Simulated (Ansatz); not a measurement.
(100) slab cut from the bulk of Si, 15 Å of vacuum:

```
CELL_PARAMETERS angstrom
3.86771 0.00000 0.00000
0.00000 3.86771 0.00000
0.00000 0.00000 28.67441
ATOMIC_POSITIONS crystal
Si 0.00000 0.50000 0.26156
Si 0.00000 0.00000 0.30925
Si 0.50000 0.00000 0.35693
Si 0.50000 0.50000 0.40462
Si 0.00000 0.50000 0.45231
Si 0.00000 0.00000 0.50000
Si 0.50000 0.00000 0.54769
Si 0.50000 0.50000 0.59538
Si 0.00000 0.50000 0.64307
Si 0.00000 0.00000 0.69075
Si 0.50000 0.00000 0.73844
```

Theory: DFT PBE, scalar-relativistic, plane waves, PAW in Ansatz. Cutoff 420 eV; k points 7×7×1 on the computed 11-atom cell (Γ-centred); Gaussian smearing, width 0.05 eV; no spin polarisation. The cell repeats along c with a dipole correction in the vacuum.

This base run converges in 8 iterations with a largest force of 0.102 eV/Å and a work function of 5.44 eV on the top face.

One setting at a time is then changed, some of them on purpose to poor values; changes count from the base run, energies are extrapolated to zero smearing, γ keeps the base's bulk energy, atoms stay where they are, and risky runs are capped at 50 to 100 iterations.

Q: What does each change do? occupations cold 0.2 eV; cutoff 200 eV; no dipole correction, vacuum of 8 Å; k mesh 7×7×3; the slab thickened to 15 atoms (same faces, atoms at the bulk's places); the slab thickened to 13 atoms (same faces, atoms at the bulk's places); vacuum of 5 Å; occupations methfessel-paxton 0.2 eV.

A:
```
                                                                 change outcome SCF iterations  ΔE (meV/atom)  Δγ (J/m²)  Δφ top (eV) largest force (eV/Å) largest change of a force (eV/Å)
                                                occupations cold 0.2 eV                converged               8           +0.7     +0.004        -0.03                 0.132                             0.038
                                                          cutoff 200 eV  converged with warnings               8         +137.0                   -0.02                 0.078                             0.159
                                    no dipole correction, vacuum of 8 Å                converged               8            0.0      0.000                              0.102                             0.000
                                                           k mesh 7×7×3                converged               8            0.0      0.000         0.00                 0.102                             0.000
the slab thickened to 15 atoms (same faces, atoms at the bulk's places) converged               8          -97.5     +0.001        -0.04                 0.096
the slab thickened to 13 atoms (same faces, atoms at the bulk's places) converged               8          -56.2     +0.001        -0.01                 0.099
                                                          vacuum of 5 Å  converged with warnings               8           -1.1     -0.006        -0.90                 0.083                             0.019
                                   occupations methfessel-paxton 0.2 eV                converged               8           +0.2     +0.001        -0.02                 0.108                             0.016
```

In some of the runs (vacuum 5) charge leaks into the vacuum, so their work functions can be off.

Cost: 9 runs of about 4.5 core-minutes in all, on Arm Neoverse V1 (shared hosts).